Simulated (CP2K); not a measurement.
# Ga2O3 in CP2K: the effect of functional

The system is Ga2O3.

```
CELL_PARAMETERS angstrom
3.09853 0.00000 0.00000
1.54791 2.68419 0.00000
-0.01917 -0.01108 7.68807
ATOMIC_POSITIONS crystal
Ga 0.66685 0.66685 0.31037
Ga 0.33315 0.33315 0.68963
O 0.00000 0.00000 0.50000
O 0.66820 0.66820 0.82365
O 0.33180 0.33180 0.17635
```

The cell was built by a generator and needn't be a form met in nature.

Alike in all runs:

* Program: CP2K 2026.2
* Task: band structure
* Potentials or basis: POTENTIAL_UZH Ga GTH-PBE-q13, O GTH-PBE-q6; DZVP-MOLOPT-PBE-GTH basis
* Density cutoff: 11565 eV
* k mesh: 10 × 10 × 4
* Occupations: fermi-dirac, width 0.05 eV
* Spin: no spin polarisation

```csv
functional,gap on the mesh (eV),pressure (GPa),largest force (eV/Å)
LDA,1.31,-24.8,3.65
PBEsol,1.39,-21.9,3.56
revPBE,1.52,-15.7,3.39
vdW-DF2,?,?,?
AM05,1.43,-21.4,3.55
TPSS,1.55,-21.1,3.65
```

**Question.** What does the run with functional vdW-DF2 give?

**Answer.** gap on the mesh 1.36 eV; pressure -10.4 GPa; largest force 3.11 eV/Å.

Caveats: the potentials were made for another functional, which shifts forces and pressure; the basis of atomic orbitals isn't converged, which shifts pressures, moduli and gaps.

Runs at the PBE level aren't shown here.
